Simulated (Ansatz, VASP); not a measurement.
Two plane-wave programs on Ta

Contents of INCAR:

```
SYSTEM = Ta
  ALGO = Fast
  EDIFF = 1E-6
  ENCUT = 520
  GGA = PE
  ISIF = 2
  ISMEAR = 0
  LASPH = .True.
  LCHARG = .False.
  LREAL = .False.
  LWAVE = .False.
  NBANDS = 12
  NELM = 80
  PREC = Accurate
  SIGMA = 0.15
```

File KPOINTS:

```
k-points
0
Gamma
  18 18 18
  0 0 0
```

The input POSCAR:

```
Ta
1.0
   -1.7963909633      1.6594835689      1.7217142027
    1.7963909633     -1.6594835689      1.7217142027
    1.7963909633      1.6594835689     -1.7217142027
Ta
1
Direct
    0.0000000000      0.0000000000      0.0000000000
```

Input for Ansatz:

```yaml
crystal:
  lattice:
    - [-1.7963909633, 1.6594835689, 1.7217142027]
    - [1.7963909633, -1.6594835689, 1.7217142027]
    - [1.7963909633, 1.6594835689, -1.7217142027]
  atoms:
    - { symbol: Ta, position: [0.0, 0.0, 0.0] }
basis:
  ecutwfc: 420
kpoints:
  mp_grid: { grid: [18, 18, 18] }
hamiltonian:
  xc: pbe
  pseudopotentials: { kind: paw, azcp: { folder: soft_1 } }
scf:
  occupations: { method: gaussian, width: 0.15 }
output:
  forces: true
  stress: true
  eigenvalues: true
```

Change from the starting cell: normal strain along x +0.0825, normal strain along z +0.0375.

Alike in both runs: task single point; functional PBE; k mesh 18 × 18 × 18; occupations gaussian, width 0.15 eV; no spin polarisation.

|  | VASP | Ansatz |
| --- | --- | --- |
| version | VASP 6.6.1 | Ansatz 0.2.0 |
| potentials or method | VASP PAW PBE potentials, release 64 (Ta_pv) | scalar-relativistic, plane waves, PAW |
| plane-wave cutoff (eV) | 520 | 420 |
| valence electrons in the cell | 11 | 13 |

|  | VASP | Ansatz | Ansatz less VASP |
| --- | --- | --- | --- |
| gap on the k mesh at the Fermi level (eV) | none | none | - |
| pressure (GPa) | -17.8 | -17.7 | +0.07 |
| largest component of the traceless stress (GPa) | 2.64 | 2.64 | -0.003 |

A gap of «none» marks a metal or a gap that the smearing closes. With one functional, cell and mesh, what is left measures potentials, basis and numerics. The two sets of potentials don't hold the same shells in valence.

Caveats: so large a pressure means that the cell lies far from this level's equilibrium, or that cutoff or potentials fall short (VASP). The runs have no spin-orbit coupling, so splittings on Ta are missing.
